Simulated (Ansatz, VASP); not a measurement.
## BaTe in VASP and in Ansatz

```xyz
2
Lattice="4.3461 0.0000 0.0000 0.0000 4.3461 0.0000 0.0000 0.0000 4.3461" Properties=species:S:1:pos:R:3 pbc="T T T"
Ba    0.0000    0.0000    0.0000
Te    2.1730    2.1730    2.1730
```

Change from the starting cell: volume scaled by 1.06.

Alike in both runs: task single point; functional PBE; k mesh 6 × 6 × 6; occupations fermi-dirac, width 0.05 eV; no spin polarisation.

|  | VASP | Ansatz |
| --- | --- | --- |
| version | VASP 6.6.1 | Ansatz 0.2.0 |
| potentials or method | VASP PAW PBE potentials, release 64 (Ba_sv, Te) | Ansatz PAW |
| plane-wave cutoff (eV) | 520 | 420 |
| valence electrons in the cell | 16 | 26 |

|  | VASP | Ansatz | Ansatz less VASP |
| --- | --- | --- | --- |
| gap on the k mesh at the Fermi level (eV) | 0.91 | 0.99 | +0.085 |
| least direct gap on the mesh (eV) | 1.03 | 1.11 | +0.083 |
| pressure (GPa) | -1.6 | -1.9 | -0.35 |

The two sets of potentials don't hold the same shells in valence.

Caveats: spin-orbit coupling is left out, which moves the levels of the heavy elements. A k mesh can miss the band edges.
